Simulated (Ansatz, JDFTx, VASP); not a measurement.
**PbS: programs and potentials compared**

The starting cell:

```
CELL_PARAMETERS angstrom
0.00000 2.96575 2.96575
2.96575 0.00000 2.96575
2.96575 2.96575 0.00000
ATOMIC_POSITIONS crystal
Pb 0.00000 0.00000 0.00000
S 0.50000 0.50000 0.50000
```

Alike in all runs: task relaxation of cell and atoms; functional LDA; k mesh 8 × 8 × 8; occupations fermi-dirac, width 0.05 eV; no spin polarisation; no spin-orbit coupling. LDA stands for any of its common fits.

```tsv
program and potentials	plane-wave cutoff (eV)	notes	equilibrium volume (Å³/atom)
Ansatz, Ansatz PAW	420	potentials made for PBE, which Ansatz adapts in part	24.95
VASP, LDA PAW files Pb_d, S, 600 eV	600	-	24.99
JDFTx, PseudoDojo-SR-LDA-0.4.1-standard with smoothed tails	762	-	24.95
Ansatz, all-electron LAPW, scalar-relativistic	-	-	24.95
```

The equilibrium volume spans 24.95 (Ansatz, Ansatz PAW) to 24.99 Å³/atom (VASP, LDA PAW files Pb_d, S, 600 eV), with all-electron results at 24.95. Relaxations stop with a little pressure left, so the last digit of a volume isn't settled.

Differences between rows come from potentials, basis sets and numerical settings, since the functional is the same but for its coding. Runs on potential files found faulty are left out.
